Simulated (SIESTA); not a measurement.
Write the native input for SIESTA 5.4.2 that does the following.

```yaml
Task: band structure
Functional: PBEsol
Potentials_or_basis: PseudoDojo 0.4 standard (PBEsol files, fully relativistic)
Basis: DZP (energy shift 0.003 Ry; two zetas on semicore shells)
Grid_cutoff: 500 Ry
Energy_shift: 0.003 Ry
k_mesh: 7 × 7 × 4
Occupations: fermi-dirac, width 0.05 eV
Spin: non-collinear spin, zero start, spin-orbit coupling
Starting_moments: "[[0.0, 0.0, 0.0], [0.0, 0.0, 0.0]] μB"
```

The system is Pb.

```
CELL_PARAMETERS angstrom
3.48000 0.00000 0.00000
-1.74000 3.01377 0.00000
0.00000 0.00000 5.59000
ATOMIC_POSITIONS crystal
Pb 0.66667 0.33333 0.75000
Pb 0.33333 0.66667 0.25000
```

This isn't the form of Pb at room conditions, which is fcc.

These files were run (other wordings do the same):

Pb.fdf

```
SystemName                      Pb
SystemLabel                     Pb
NumberOfSpecies                 1
NumberOfAtoms                   2
%block ChemicalSpeciesLabel
  1  82 Pb
%endblock ChemicalSpeciesLabel

LatticeConstant                 1.0 Ang
%block LatticeVectors
     3.4800000000     0.0000000000     0.0000000000
    -1.7400000000     3.0137684052     0.0000000000
     0.0000000000     0.0000000000     5.5900000000
%endblock LatticeVectors
AtomicCoordinatesFormat         Fractional
%block AtomicCoordinatesAndAtomicSpecies
     0.6666666667     0.3333333333     0.7500000000  1  Pb
     0.3333333333     0.6666666667     0.2500000000  1  Pb
%endblock AtomicCoordinatesAndAtomicSpecies

%block kgrid.MonkhorstPack
    7   0   0  0.0
    0   7   0  0.0
    0   0   4  0.0
%endblock kgrid.MonkhorstPack
XC.Functional                   GGA
XC.Authors                      PBEsol
PAO.BasisSize                   DZP
PAO.EnergyShift                 0.003 Ry
Mesh.Cutoff                     500 Ry
Spin                            spin-orbit
%block DM.InitSpin
    1   0.000     0.00     0.00
    2   0.000     0.00     0.00
%endblock DM.InitSpin
WriteOrbMom                     true
OccupationFunction              FD
ElectronicTemperature           0.05 eV
MaxSCFIterations                120
SCF.MustConverge                false
SCF.Mixer.Method                Pulay
SCF.Mixer.Weight                0.25
SCF.Mixer.History               8
SCF.DM.Tolerance                5.0e-05
SCF.H.Tolerance                 1.0e-03 eV
WriteForces                     true
Charge.Mulliken                 end
BandLinesScale                  ReciprocalLatticeVectors
%block BandLines
    1    0.000000   0.000000   0.000000  \Gamma
   11    0.500000   0.000000   0.000000  M
    7    0.333333   0.333333   0.000000  K
   13    0.000000   0.000000   0.000000  \Gamma
    6    0.000000   0.000000   0.500000  A
   11    0.500000   0.000000   0.500000  L
    7    0.333333   0.333333   0.500000  H
   13    0.000000   0.000000   0.500000  A
    1    0.500000   0.000000   0.500000  L
    6    0.500000   0.000000   0.000000  M
    1    0.333333   0.333333   0.000000  K
    6    0.333333   0.333333   0.500000  H
%endblock BandLines
%block PAO.Basis
  Pb 4
  n=6 0 2
    6.155 0.000
  n=6 1 2
    8.826 0.000
  n=5 2 2
    4.172 0.000
  n=6 2 1
    8.826
%endblock PAO.Basis
```

Potentials or basis: PseudoDojo 0.4 standard (PBEsol files, fully relativistic), DZP (energy shift 0.003 Ry; two zetas on semicore shells).

Launch:

```bash
$ siesta < Pb.fdf > Pb.out 2>&1
```

It gave:

```
Pressure               : 1.4 GPa
Band gap on the k mesh : none (metal or under the smearing width)
Net moment             : 0.00 μB per cell
```

Caveat: the basis of atomic orbitals isn't converged, which shifts pressures, moduli and gaps.

Wall time 2.2 min on 1 thread of Arm Neoverse V1, on a shared host, peak memory 0.39 GiB.
